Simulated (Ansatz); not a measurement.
## ZnO: how the free axis answers a strain

ZnO, P6_3mc, a = 3.231 Å, c = 5.214 Å. Ansatz: PBEsol, PAW, 420 eV, Γ-centred 9×9×6 mesh on 4 atoms, Gaussian smearing 0.02 eV; no spin polarisation. Series: biaxial strain in the a-b plane, c and atoms relaxed; x is the strain in per cent. y is the change of c in per cent of 5.214 Å.

| x (%) | y (%) |
| --- | --- |
| -6.0 | ? |
| -4.0 | 3.87 |
| -2.0 | 1.97 |
| 0.0 | 0.00 |
| 2.0 | -2.10 |
| 4.0 | -4.42 |
| 6.0 | -7.49 |

Question: Fit y = c1 x + c2 x² to the other rows, say what c1 measures, and predict the missing y.

Answer: Least squares on the rows shown. y = −1.056 x − 0.02761 x². With no stress along c, c1 = −2C13/C33 = -1.056. With a term in x³ added, the coefficient of x becomes -0.9753, 8 % less, which shows how far this figure hangs on the form. At x = -6.0 the fit asked for gives 5.34 %. The run gave 5.68 %, so the fit is 0.34 % too low, 2.6 % of the span of the series, against an rms of 0.15 % on the fitted rows. The row lies outside the fitted range. With a term in x³ added, a fit to the same known rows predicts 6.14 %, which misses by about as much or more on the other side: the known rows don't fix the higher terms.